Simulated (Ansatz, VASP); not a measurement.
**Two plane-wave programs on CdTe**

Contents of run.py:

```python
from ase.calculators.vasp import Vasp
from ase.dft.bandgap import bandgap
from ase.spacegroup import crystal

atoms = crystal(
    ['Te', 'Cd'],
    basis=[[0.25, 0.25, 0.25], [0.0, 0.0, 0.0]],
    spacegroup=216,
    setting=1,
    cellpar=[6.41, 6.41, 6.41, 90.0, 90.0, 90.0],
    primitive_cell=True,
)
calc = Vasp(
    directory='calc',
    xc='pbe',
    pp='PBE',
    setups='recommended',
    pp_version='54',
    prec='Accurate',
    encut=520,
    ediff=1e-06,
    ismear=0,
    sigma=0.05,
    lreal=False,
    lasph=True,
    nelm=60,
    algo='Fast',
    isif=2,
    lwave=False,
    lcharg=True,
    lelf=True,
    lvhar=True,
    kpts=[7, 7, 7],
    gamma=True,
)
atoms.calc = calc

print('energy (eV):', atoms.get_potential_energy())
print('free energy (eV):', atoms.get_potential_energy(force_consistent=True))
print('forces (eV/A):')
print(atoms.get_forces())
print('stress (eV/A^3, Voigt):', atoms.get_stress())
print('Fermi level (eV):', calc.get_fermi_level())
gap, top, bottom = bandgap(calc)
print('band gap (eV):', gap, 'from (spin, k, band)', top, 'to', bottom)
```

input.yaml

```yaml
crystal:
  lattice:
    - [0.0, 3.205, 3.205]
    - [3.205, 0.0, 3.205]
    - [3.205, 3.205, 0.0]
  atoms:
    - { symbol: Te, position: [0.75, 0.75, 0.75] }
    - { symbol: Cd, position: [0.0, 0.0, 0.0] }
hamiltonian:
  xc: pbe
  pseudopotentials: { kind: paw }
kpoints:
  mp_grid: { grid: [7, 7, 7] }
scf:
  occupations: { method: gaussian, width: 0.05 }
output:
  forces: true
  stress: true
  eigenvalues: true
  write_density: true
  write_potential: true
  elf: true
  volumetric_format: npy
```

Alike in both runs: task single point; functional PBE; k mesh 7 × 7 × 7; occupations gaussian, width 0.05 eV; no spin polarisation.

|  | VASP | Ansatz |
| --- | --- | --- |
| version | VASP 6.6.1 | Ansatz 0.2.0 |
| potentials or method | VASP PAW PBE potentials, release 54 (Te, Cd) | Ansatz PAW |
| plane-wave cutoff (eV) | 520 | 420 |
| valence electrons in the cell | 18 | 36 |

VASP gave:

| Property | Result |
| --- | --- |
| gap on the k mesh at the Fermi level (eV) | 0.87 |
| least direct gap on the mesh (eV) | 0.87 |
| pressure (GPa) | 4.4 |

Task: Estimate Ansatz's values.

Result: gap on the k mesh at the Fermi level (eV): 0.87; least direct gap on the mesh (eV): 0.87; pressure (GPa): 4.2.

With one functional, cell and mesh, what is left measures potentials, basis and numerics. The two sets of potentials don't hold the same shells in valence.

Caveats: spin-orbit coupling is left out, which moves the levels of the heavy elements; odd divisions of the mesh miss points on the zone boundary, where band edges often lie, so the gap on the mesh can be too wide (Ansatz). A hybrid or GW would open this gap; PBE tends to underestimate it.
